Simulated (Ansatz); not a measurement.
Runs of Ansatz 0.2.0 on CoO. Symmetry: Fm-3m, No. 225, cubic system. Conventional cell: a = 4.263 Å, b = 4.263 Å, c = 4.263 Å, α = 90.00°, β = 90.00°, γ = 90.00°. Co (site symmetry m-3m) is surrounded by 6 O at 2.13 Å. O (site symmetry m-3m) is surrounded by 6 Co at 2.13 Å. 

| task | level | potentials or basis | cell | cutoff (eV) | basis error allowed | pressure (GPa) | moment (μB) | relaxed volume (Å³/atom) |
| --- | --- | --- | --- | --- | --- | --- | --- | --- |
| relaxation of cell and atoms | PBEsol+D4 | all-electron LAPW, scalar-relativistic | relaxed | - | 0.001 eV/atom | 0.0 | (b) | 8.97 |
| band structure | PBEsol | all-electron PAW datasets made for the crystal | as given | 400 | - | -10.8 | 2.96 | - |
| band structure | PBEsol | all-electron LAPW, non-relativistic | as given | 360 | 0.001 eV/atom | (a) | 2.94 | - |
| density of states | PBEsol | all-electron LAPW, scalar-relativistic | as given | 360 | 0.001 eV/atom | -10.8 | 2.96 | - |
| relaxation of cell and atoms | PBE | all-electron LAPW, scalar-relativistic | relaxed | - | 0.001 eV/atom | 0.0 | 2.90 | 9.57 |

Alike in all rows: spin collinear, ferromagnetic start; k mesh 11 × 11 × 11; smearing fermi-dirac 0.05 eV.

Task: Estimate the missing entries.

Result: (a) -9.9; (b) 2.76.

Caveats: a cell with one magnetic atom can't hold antiferromagnetic order, which such compounds often take; semilocal functionals often make such compounds metallic where correlation or magnetic order opens a gap, which also shifts bond lengths (some runs).

Not every run made on this cell is shown here.
